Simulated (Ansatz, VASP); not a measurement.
**One calculation of Na, two programs**

The input INCAR:

```
PREC     = Accurate       # precision mode
ENCUT    = 600            # plane-wave cutoff, eV
EDIFF    = 1E-6           # SCF threshold, eV
ISMEAR   = -1             # smearing method
SIGMA    = 0.08           # smearing width, eV
LREAL    = False          # projectors in reciprocal space
LASPH    = True           # aspherical terms in the spheres
NELM     = 100            # most SCF steps
ALGO     = Normal         # electronic algorithm
ISIF     = 3              # what is computed and relaxed
LWAVE    = False          # write WAVECAR
LCHARG   = False          # write CHGCAR
GGA      = PE             # functional
IBRION   = 2              # ionic algorithm
NSW      = 60             # ionic steps
EDIFFG   = -0.005         # ionic threshold
```

File KPOINTS:

```
Automatic mesh
0
Gamma
  13 13 13
```

The input POSCAR:

```
Na
1.0
    0.0000000000      2.6440235555      2.6440235555
    2.6440235555      0.0000000000      2.6440235555
    2.6440235555      2.6440235555      0.0000000000
Na
1
Direct
    0.0000000000      0.0000000000      0.0000000000
```

Input for Ansatz:

```yaml
crystal:
  lattice:
    - [0.0, 2.6440235555, 2.6440235555]
    - [2.6440235555, 0.0, 2.6440235555]
    - [2.6440235555, 2.6440235555, 0.0]
  atoms:
    - { symbol: Na, position: [0.0, 0.0, 0.0] }
kpoints:
  mp_grid: { grid: [13, 13, 13] }
scf:
  occupations: { method: fermi_dirac, width: 0.08 }
hamiltonian:
  xc: pbe
  pseudopotentials: { kind: paw }
output:
  forces: true
  stress: true
  write_density: true
  write_potential: true
  elf: true
  volumetric_format: npy
relax:
  f_tol: 0.005
  max_steps: 40
  cell: {}
```

Alike in both runs: task relaxation of cell and atoms; functional PBE; k mesh 13 × 13 × 13; occupations fermi-dirac, width 0.08 eV; no spin polarisation.

|  | VASP | Ansatz |
| --- | --- | --- |
| version | VASP 6.6.1 | Ansatz 0.2.0 |
| potentials or method | VASP PAW PBE potentials, release 64 (Na_pv) | PAW with Ansatz's default frozen-core files, scalar-relativistic |
| plane-wave cutoff (eV) | 600 | 420 |
| valence electrons in the cell | 7 | 9 |

```tsv
	VASP	Ansatz	Ansatz less VASP
relaxed volume (Å³/atom)	36.97	36.97	0.000
relaxed cell length with the largest relative difference (Å)	3.739	3.739	0.0000
```

The two sets of potentials don't hold the same shells in valence.

Caveats: the relaxation stopped at its first step, so nothing moved.
